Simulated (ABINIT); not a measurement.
The system is BP.

```
P B
1.0
     0.00000    2.26900    2.26900
     2.26900    0.00000    2.26900
     2.26900    2.26900    0.00000
P B
1 1
Cartesian
  3.4035 3.4035 3.4035
  0.0000 0.0000 0.0000
```

Base run:

```yaml
Program: ABINIT 10.8.3 (patched build)
Functional: PBE
Potentials_or_basis: PseudoDojo NC SR PBE v0.4.1 standard
Cutoff: 925 eV
k_mesh: 8 × 8 × 8
Occupations: fermi-dirac, width 0.05 eV
Spin: no spin polarisation
```

Its results: band gap on the k mesh 1.28 eV, indirect (least direct gap 3.41 eV); pressure 0.9 GPa.

**Question.** The run is repeated on the same cell with these changes: potentials or basis from PseudoDojo NC SR PBE v0.4.1 standard to SG15 NC PBE v1.2. What comes out?

**Answer.** Band gap on the k mesh 1.30 eV, indirect (least direct gap 3.43 eV); pressure 0.4 GPa.

A k mesh can miss the band edges.
